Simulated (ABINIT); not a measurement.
CuAu, 2 atoms in the cell. It takes space group R-3m (No. 166, trigonal). The conventional cell has a = 2.886 Å, b = 2.886 Å, c = 12.769 Å, α = 90.00°, β = 90.00°, γ = 120.00°. Au (site symmetry -3m) has 6 Cu at 2.70 Å and 6 Au at 2.89 Å as nearest neighbours. Cu (site symmetry -3m) is surrounded by 6 Au at 2.70 Å and 6 Cu at 2.89 Å. The cell comes from a database or a generator and needn't be the stable form of this composition.

- Program: ABINIT 10.8.3 (patched build)
- Task: band structure
- Functional: PBEsol
- Potentials or basis: JTH PAW PBE v2.0
- Cutoff: 707 eV
- k mesh: 11 × 11 × 11
- Occupations: fermi-dirac, width 0.05 eV
- Spin: no spin polarisation
- Fine-grid cutoff: 1306.15 eV

Potentials or basis: JTH PAW PBE v2.0.

The run is started by

```bash
$ abinit run.abi > log 2>&1
```

Hardware: 1 thread of Arm Neoverse V1, on a shared host.

**Question.** Estimate the wall time of this run.

**Answer.** Run time: 10 min on 1 thread of Arm Neoverse V1, with other jobs on the host, peak memory 0.27 GiB. Counts: scf iterations 37, mpi ranks 1, k points 146, bands 19, plane waves 1332.
